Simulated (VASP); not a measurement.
Input and output of a VASP PBE dielectric-response calculation on NaCl (zincblende)

INCAR

```
ISMEAR = 0
SIGMA = 0.01
LREAL = .FALSE.
ENCUT = 520
NELM = 120
LASPH = .TRUE.
EDIFF = 1E-8
PREC = Accurate
ISIF = 2
GGA = PE
IBRION = -1
LEPSILON = .TRUE.
NBANDS = 14
LWAVE = .FALSE.
NSW = 0
LCHARG = .FALSE.
```

KPOINTS

```
KPOINTS created by Atomic Simulation Environment
0
Gamma
10 10 10
0 0 0
```

POSCAR

```
Na Cl
 1.0000000000000000
     0.0000000000000000    3.0872728252856900    3.0872728252856900
     3.0872728252856900    0.0000000000000000    3.0872728252856900
     3.0872728252856900    3.0872728252856900   -0.0000000000000000
 Na  Cl
   1   1
Cartesian
  0.0000000000000000  0.0000000000000000  0.0000000000000000
  1.5436364126428450  1.5436364126428450  1.5436364126428450
```

VASP ran with the recommended PBE PAW datasets (14 valence electrons in the cell).

From OUTCAR

```
k-points           NKPTS =     47   k-points in BZ     NKDIM =     47   number of bands    NBANDS=     14

   NELECT =      14.0000    total number of electrons

   dimension x,y,z NGX =    32 NGY =   32 NGZ =   32
   dimension x,y,z NGXF=    64 NGYF=   64 NGZF=   64

  energy-cutoff  :      520.00
  volume of cell :       58.85
      direct lattice vectors                 reciprocal lattice vectors
     0.000000000  3.087272825  3.087272825    -0.161955236  0.161955236  0.161955236
     3.087272825  0.000000000  3.087272825     0.161955236 -0.161955236  0.161955236
     3.087272825  3.087272825  0.000000000     0.161955236  0.161955236 -0.161955236

 k-points in reciprocal lattice and weights: KPOINTS created by Atomic Simulation Env
   0.00000000  0.00000000  0.00000000       0.001
   0.10000000  0.00000000  0.00000000       0.008
   0.20000000  0.00000000  0.00000000       0.008
   0.30000000  0.00000000  0.00000000       0.008
   0.40000000  0.00000000  0.00000000       0.008
   0.50000000  0.00000000  0.00000000       0.004
   0.10000000  0.10000000  0.00000000       0.006
   0.20000000  0.10000000  0.00000000       0.024
   ...

 E-fermi :  -2.3172

 k-point     1 :       0.0000    0.0000    0.0000
  band No.  band energies     occupation
      1     -23.0004      2.00000
      2     -23.0003      2.00000
      3     -23.0003      2.00000
      4     -14.5201      2.00000
      5      -2.4009      2.00000
      6      -2.4009      2.00000
      7      -2.4009      2.00000
      8       2.5401      0.00000
      9       8.8241      0.00000
     10       8.8241      0.00000
     11       8.8241      0.00000
     12      10.6014      0.00000
     13      10.6014      0.00000
     14      13.0428      0.00000

 k-point     2 :       0.1000    0.0000    0.0000
  band No.  band energies     occupation
      1     -23.0017      2.00000
      2     -23.0005      2.00000
      3     -23.0005      2.00000
      4     -14.5064      2.00000
      5      -2.5296      2.00000
      6      -2.4100      2.00000
      7      -2.4100      2.00000
      8       2.7755      0.00000
      9       8.5605      0.00000
     10       8.8965      0.00000
     11       8.8965      0.00000
     12      10.3336      0.00000
     13      10.3336      0.00000
     14      12.5030      0.00000

 k-point     3 :       0.2000    0.0000    0.0000
  band No.  band energies     occupation
      1     -23.0053      2.00000
      2     -23.0009      2.00000
      3     -23.0009      2.00000
      4     -14.4705      2.00000
      5      -2.8297      2.00000
      6      -2.4336      2.00000
      7      -2.4336      2.00000
      8       3.3774      0.00000
      9       7.9806      0.00000
     10       8.9021      0.00000
     11       8.9021      0.00000
     12      10.1861      0.00000
     13      10.1861      0.00000
     14      11.8566      0.00000

 k-point     4 :       0.3000    0.0000    0.0000
  band No.  band energies     occupation
      1     -23.0098      2.00000
      2     -23.0014      2.00000
      3     -23.0014      2.00000
      4     -14.4255      2.00000
      5      -3.1486      2.00000
      6      -2.4623      2.00000
      7      -2.4623      2.00000
      8       4.1357      0.00000
      9       7.3496      0.00000
     10       8.6200      0.00000
     11       8.6200      0.00000
     12      10.7153      0.00000
     13      10.7153      0.00000
     14      11.5275      0.00000

 k-point     5 :       0.4000    0.0000    0.0000
  band No.  band energies     occupation
      1     -23.0133      2.00000
      2     -23.0018      2.00000
      3     -23.0018      2.00000
      4     -14.3888      2.00000
      5      -3.3774      2.00000
      6      -2.4851      2.00000
      7      -2.4851      2.00000
      8       4.8354      0.00000
      9       6.7955      0.00000
     10       8.3549      0.00000
     11       8.3549      0.00000
     12      11.6531      0.00000
     13      11.6575      0.00000
     14      11.6575      0.00000

 k-point     6 :       0.5000    0.0000    0.0000
  band No.  band energies     occupation
      1     -23.0147      2.00000
      2     -23.0019      2.00000
      3     -23.0019      2.00000
      4     -14.3746      2.00000
      5      -3.4594      2.00000
      6      -2.4936      2.00000
      7      -2.4936      2.00000
      8       5.1761      0.00000
      9       6.5164      0.00000
     10       8.2576      0.00000
     11       8.2576      0.00000
     12      11.9623      0.00000
     13      12.4774      0.00000
     14      12.4774      0.00000

 k-point     7 :       0.1000    0.1000    0.0000
  band No.  band energies     occupation
      1     -23.0019      2.00000
      2     -23.0007      2.00000
      3     -23.0007      2.00000
      4     -14.5019      2.00000
      5      -2.5348      2.00000
      6      -2.4311      2.00000
      7      -2.4311      2.00000
      8       2.8515      0.00000
      9       8.5015      0.00000
     10       8.9301      0.00000
     11       8.9301      0.00000
     12       9.7541      0.00000
     13      10.7339      0.00000
     14      13.1834      0.00000

 k-point     8 :       0.2000    0.1000    0.0000
  band No.  band energies     occupation
      1     -23.0046      2.00000
      2     -23.0012      2.00000
      3     -23.0010      2.00000
      4     -14.4734      2.00000
      5      -2.7575      2.00000
      6      -2.4641      2.00000
      7      -2.4515      2.00000
      8       3.3242      0.00000
      9       8.0846      0.00000
     10       8.8010      0.00000
     11       9.0148      0.00000
     12       9.4754      0.00000
     13      10.7581      0.00000
     14      12.5827      0.00000

 k-point     9 :       0.3000    0.1000    0.0000
  band No.  band energies     occupation
      1     -23.0086      2.00000
      2     -23.0017      2.00000
      3     -23.0016      2.00000
      4     -14.4315      2.00000
      5      -3.0523      2.00000
      6      -2.4962      2.00000
      7      -2.4849      2.00000
      8       4.0256      0.00000
      9       7.5072      0.00000
     10       8.3526      0.00000
     11       8.8739      0.00000
     12       9.9916      0.00000
     13      11.1148      0.00000
     14      12.1140      0.00000

 k-point    10 :       0.4000    0.1000    0.0000
  band No.  band energies     occupation
      1     -23.0123      2.00000
      2     -23.0022      2.00000
      3     -23.0021      2.00000
      4     -14.3920      2.00000
      5      -3.2943      2.00000
      6      -2.5281      2.00000
      7      -2.5152      2.00000
      8       4.7631      0.00000
      9       6.8896      0.00000
     10       8.1463      0.00000
     11       8.6034      0.00000
     12      10.7482      0.00000
     13      11.9373      0.00000
     14      12.0956      0.00000

 k-point    11 :       0.5000    0.1000    0.0000
  band No.  band energies     occupation
      1     -23.0143      2.00000
      2     -23.0026      2.00000
      3     -23.0022      2.00000
      4     -14.3703      2.00000
      5      -3.4155      2.00000
      6      -2.5641      2.00000
      7      -2.5145      2.00000
      8       5.3187      0.00000
      9       6.4106      0.00000
     10       8.1067      0.00000
     11       8.4212      0.00000
     12      11.5997      0.00000
     13      12.5034      0.00000
     14      12.5672      0.00000

 k-point    12 :      -0.4000    0.1000    0.0000
  band No.  band energies     occupation
      1     -23.0139      2.00000
      2     -23.0027      2.00000
      3     -23.0019      2.00000
      4     -14.3750      2.00000
      5      -3.3888      2.00000
      6      -2.5788      2.00000
      7      -2.4943      2.00000
      8       5.1921      0.00000
      9       6.5392      0.00000
     10       8.1179      0.00000
     11       8.4145      0.00000
     12      11.4919      0.00000
     13      12.0865      0.00000
     14      12.6457      0.00000

 k-point    13 :      -0.3000    0.1000    0.0000
  band No.  band energies     occupation
      1     -23.0111      2.00000
      2     -23.0024      2.00000
      3     -23.0015      2.00000
      4     -14.4042      2.00000
      5      -3.2214      2.00000
      6      -2.5650      2.00000
      7      -2.4620      2.00000
      8       4.5405      0.00000
      9       7.1203      0.00000
     10       8.1981      0.00000
     11       8.6085      0.00000
     12      10.4595      0.00000
     13      11.6911      0.00000
     14      12.0551      0.00000

 ...

 MACROSCOPIC STATIC DIELECTRIC TENSOR (including local field effects in DFT)
 ------------------------------------------------------
           2.100664     0.000000     0.000000
          -0.000000     2.100664     0.000000
          -0.000000    -0.000000     2.100664

 BORN EFFECTIVE CHARGES (including local field effects) (in |e|, cummulative output)
 ---------------------------------------------------------------------------------
 ion    1
    1     0.99997     0.00000     0.00000
    2     0.00000     0.99997     0.00000
    3     0.00000     0.00000     0.99997
 ion    2
    1    -0.99997     0.00000     0.00000
    2     0.00000    -0.99997     0.00000
    3     0.00000     0.00000    -0.99997

  Total        0.2545973      0.2545973      0.2545973     -0.0000000     -0.0000000     -0.0000000
  in kB        6.9312153      6.9312153      6.9312153     -0.0000000     -0.0000000     -0.0000000
  external PRESSURE =       6.9312153 kB  Pullay stress =       0.0000000 kB

 POSITION                                       TOTAL-FORCE (eV/Angst)
 -----------------------------------------------------------------------------------
      0.00000      0.00000      0.00000         0.000000      0.000000     -0.000000
      1.54364      1.54364      1.54364        -0.000000     -0.000000      0.000000
 -----------------------------------------------------------------------------------
    total drift:                                0.000002      0.000002      0.000003

  FREE ENERGIE OF THE ION-ELECTRON SYSTEM (eV)
  ---------------------------------------------------
  free  energy   TOTEN  =        -6.6377835814 eV

  energy  without entropy=       -6.6377835814  energy(sigma->0) =       -6.63778358
```

The ε∞ with local fields (xx, yy, zz) is 2.10, 2.10, 2.10 and the mean Born charge by atom, in the order of the cell is 1.00, -1.00 e.
